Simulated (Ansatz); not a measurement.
**Relaxing AlGa3N4**

The calculation used DFT r2SCAN, scalar-relativistic, plane waves, PAW in Ansatz. Run with 500 eV cutoff, 6×8×4 k-mesh, Gaussian smearing of 0.02 eV, no spin polarisation.

What was changed: biaxial strain in the a-b plane, c and atoms relaxed: +1.5 %.

Command:

```bash
ansatz run input.yaml --threads 2 --pin off --max-ram 5120MiB --backend cpu --events-out ev --progress --plain --runs-dir out
```

Input:

```yaml
crystal:
  lattice:
    - [5.216004006, 0.0, 0.0]
    - [0.0, 3.2108655208, 0.0]
    - [-0.0037311992, 0.0, 5.4277016384]
  atoms:
    - { symbol: Al, position: [0.000582885, 0.5, 0.6672982357] }
    - { symbol: Ga, position: [0.499171287, 0.5, 0.3350606987] }
    - { symbol: Ga, position: [0.4992511913, 0.0, 0.8314570701] }
    - { symbol: Ga, position: [0.9998609987, 0.0, 0.1661913855] }
    - { symbol: "N", position: [0.1194130445, 0.5, 0.3406010345] }
    - { symbol: "N", position: [0.1173310423, 0.0, 0.8259310375] }
    - { symbol: "N", position: [0.62023955, 0.0, 0.1661937137] }
    - { symbol: "N", position: [0.6317500111, 0.5, 0.6672678244] }
basis:
  ecutwfc: 500
kpoints:
  mp_grid: { grid: [6, 8, 4] }
hamiltonian:
  xc: r2scan
scf:
  occupations: { method: gaussian, width: 0.02 }
output:
  forces: true
  stress: true
  eigenvalues: true
relax:
  adjacent_minimum: "off"
  f_tol: 0.008
  max_steps: 40
  cell: { stress_tol: 0.015, fix: [a, b, gamma] }
```

F is the free energy. Steps run on the plane waves of an earlier cell, but the last one, and at times one on the way, on a freshly chosen basis, so a repeated geometry can differ a little in energy. The held parts of the cell keep their stress, so P needn't end at zero.

Steps:

```tsv
step	F − F(1) (eV)	largest force component (eV/Å)	V (Å³/atom)	P (GPa)
1	0.0000	0.246	11.363	-3.86
2	-0.0049	0.149	11.361	-3.89
3	-0.0088	0.021	11.364	-4.01
4	-0.0088	0.004	11.363	-3.99
5	-0.0088	0.004	11.363	-3.99
```

Relaxed structure:

```xyz
8
Lattice="5.2160 0.0000 -0.0005 0.0000 3.2109 0.0000 -0.0043 0.0000 5.4277" Properties=species:S:1:pos:R:3 pbc="T T T"
Al   -0.0039    1.6054    3.6243
Ga    2.5976    1.6054    1.8143
Ga    2.5964    0.0000    4.5088
Ga    5.2093    0.0000    0.9060
N     0.6267    1.6054    1.8368
N     0.6122    0.0000    4.4708
N     3.2387    0.0000    0.9147
N     3.2972    1.6054    3.6336
```

The structure is monoclinic, space group Pm (No. 6). The conventional cell has a = 5.216 Å, b = 3.211 Å, c = 5.428 Å, α = 90.00°, β = 90.05°, γ = 90.00°. Around Al (site symmetry m) lie 4 N at 1.90 to 1.92 Å. Ga (site symmetry m) is surrounded by 4 N at 1.95 to 1.97 Å. Ga (site symmetry m) is surrounded by 4 N at 1.94 to 1.98 Å. Ga (site symmetry m) is surrounded by 4 N at 1.96 to 1.97 Å. N (site symmetry m) has 1 Al at 1.90 Å and 3 Ga at 1.96 to 1.97 Å as nearest neighbours. N (site symmetry m) is surrounded by 2 Al at 1.92 Å and 2 Ga at 1.96 to 1.98 Å. Around N (site symmetry m) lie 4 Ga at 1.94 to 1.97 Å. N (site symmetry m) has 1 Al at 1.91 Å and 3 Ga at 1.95 to 1.96 Å as nearest neighbours.

The run converged. It took 98 s on 2 threads of Intel(R) Xeon(R) Platinum 8375C CPU @ 2.90GHz (Ice Lake), with other jobs on the host, peak memory 0.69 GiB.